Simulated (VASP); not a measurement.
BaS under changes of volume

One of the cells (33.228 Å³/atom); the others are scaled copies at fixed shape and fractional positions:

```
CELL_PARAMETERS angstrom
0.00000 3.21490 3.21490
3.21490 0.00000 3.21490
3.21490 3.21490 0.00000
ATOMIC_POSITIONS crystal
Ba 0.00000 0.00000 0.00000
S 0.50000 0.50000 0.50000
```

| Property | Result |
| --- | --- |
| Program | VASP 6.6.1 |
| Functional | PBE |
| Potentials or basis | VASP PAW PBE potentials, release 64 (Ba_sv, S) |
| Cutoff | 520 eV |
| k mesh | 7 × 7 × 7 |
| Occupations | fermi-dirac, width 0.05 eV |
| Spin | no spin polarisation |

```csv
volume (Å³/atom),energy over the lowest point (meV/atom),pressure (GPa),gap on the mesh (eV)
30.622,?,?,?
31.273,24.70,3.6,2.09
31.925,12.46,2.4,2.13
33.228,0.53,0.5,2.20
33.879,0.00,-0.3,2.23
34.531,2.61,-1.0,2.25
```

Question: What does the run at 30.622 Å³/atom give?

Answer: Energy over the lowest point 41.74 meV/atom; pressure 4.8 GPa; gap on the mesh 2.05 eV.

Worked out: A Birch-Murnaghan fit of order 3 (a polynomial in V^(-2/3)) to the other rows has its minimum at 33.66 Å³/atom with B0 = V·E''(V) = 41 GPa and B' = 4.5. It gives 41.73 meV/atom at 30.622 Å³/atom, against the run's 41.74, and -dE/dV = 4.8 GPa, against 4.8. A straight line through the other rows of the gap, of slope 1.64 eV per unit of ln V, extrapolates to 2.06 eV, against the run's 2.05.

Energies are extrapolated to zero smearing.

Caveats: spin-orbit coupling is left out, which moves the levels of the heavy elements; an odd mesh through Γ misses points on the zone boundary, where band edges often lie.
